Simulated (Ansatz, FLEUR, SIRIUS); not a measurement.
Al2Pt: 3 runs at one level of theory

```
Pt Al
1.0
     0.00000    2.95500    2.95500
     2.95500    0.00000    2.95500
     2.95500    2.95500    0.00000
Pt Al
1 2
Direct
  0.00000 0.00000 0.00000
  0.75000 0.75000 0.75000
  0.25000 0.25000 0.25000
```

Alike in all runs: task band structure; functional PBE; k mesh 8 × 8 × 8; occupations fermi-dirac, width 0.05 eV; no spin polarisation; no spin-orbit coupling.

```csv
program and potentials,plane-wave cutoff (eV),notes,band gap (eV)
"SIRIUS, all-electron FP-LAPW, apw+lo standard",-,-,no gap
"Ansatz, all-electron LAPW, scalar-relativistic",-,-,no gap
"FLEUR, all-electron, FLAPW",-,-,no gap
```

None finds a gap.

The functional is the same throughout but for its coding, so the spread measures potentials, basis and numerics; runs on potential files found faulty are left out.
